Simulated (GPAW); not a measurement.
Crystal: Fe.

```
CELL_PARAMETERS angstrom
0.00000 1.94174 1.96511
1.49844 0.00000 1.96511
1.49844 1.94174 0.00000
ATOMIC_POSITIONS crystal
Fe 0.00000 0.00000 0.00000
```

Base run:

- Program: GPAW 26.7.0
- Functional: PBEsol
- Potentials or basis: PAW data sets generated in the run's folder for this functional
- Cutoff: 600 eV
- Basis: pw
- k mesh: 11 × 11 × 11
- Occupations: fermi-dirac, width 0.05 eV
- Spin: collinear spin, ferromagnetic start
- Starting moments: [3.0] μB
- Hubbard terms: Fe d U = 4 eV

Its results: pressure 21.7 GPa; net moment 2.95 μB per cell; site moments Fe +3.10 μB.

Question: The run is repeated on the same cell with these changes: hubbard terms from Fe d U = 4 eV to none. What comes out?

Answer: Pressure -7.2 GPa; net moment 2.22 μB per cell; site moments Fe +2.23 μB.

Caveats: the U is typed as a test and isn't derived for this compound (some runs).

Not every run made on this cell is shown here.
